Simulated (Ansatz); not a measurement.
# Wurtzite BeO

Calculation: HSE06 (Ansatz, a program for electronic structure, plane waves, PAW).

Numerical settings: plane-wave cutoff 500 eV, 8×6×1 k mesh (along the axes of the cell as run), gaussian smearing 0.02 eV, scalar-relativistic PAW data made under PBE.

Cell: relaxed at this level.

| Item | Value |
|---|---|
| surface energy of the (10-10) face | 1.44 J/m² |
| ionisation potential of the slab | 8.19 eV |

The slab of 24 atoms is relaxed and unreconstructed.

Static lattice: no zero-point or thermal effects.

It cost roughly 2.5 core-hours of CPU time.
